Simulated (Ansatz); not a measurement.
Input of an Ansatz 0.2.0 run:

File input.yaml:

```yaml
crystal:
  lattice:
    - [0.0, 2.0859016414, 2.0859016414]
    - [2.0859016414, 0.0, 2.0859016414]
    - [2.0859016414, 2.0859016414, 0.0]
  atoms:
    - { symbol: Ni, position: [0.0, 0.0, 0.0], spin: 1.0 }
    - { symbol: O, position: [0.5, 0.5, 0.5] }
kpoints:
  mp_grid: { grid: [11, 11, 11] }
scf:
  occupations: { method: fermi_dirac, width: 0.05 }
hamiltonian:
  xc: revpbe
  dispersion: d4
  pseudopotentials: { kind: all_electron, lapw: { basis_error: 0.001 } }
magnetization:
  spin_polarized: true
output:
  forces: true
  stress: true
relax:
  f_tol: 0.005
  max_steps: 60
  cell: {}
```

Potentials or basis: all-electron LAPW, scalar-relativistic.

Command:

```sh
$ ansatz run input.yaml --threads 2 --pin off --max-ram 6144MiB --backend cpu --events-out ev --progress --plain --runs-dir out
```

Q: Estimate the relaxed volume.

A: 9.21 Å³/atom.

Q: What does it give for the absolute moment?

A: 1.87 μB per cell.

Q: What does it give for the site moments?

A: Ni +1.54; O +0.30 μB.

Q: Estimate the relaxed cell.

A: a = 2.964 Å, b = 2.964 Å, c = 2.964 Å, α = 60.00°, β = 60.00°, γ = 60.00°.

Step by step:
| step | energy change (eV) | largest force (eV/Å) | volume (Å³) |
| --- | --- | --- | --- |
| 1 | 0.0000 | 0.0000 | 18.15 |
| 2 | -0.0015 | 0.0000 | 18.27 |
| 3 | -0.0022 | 0.0000 | 18.41 |
| 4 | -0.0022 | 0.0000 | 18.41 |

Caveat: a cell with one magnetic atom can't hold antiferromagnetic order, which such compounds often take. Zero-point motion and thermal expansion aren't in these numbers.
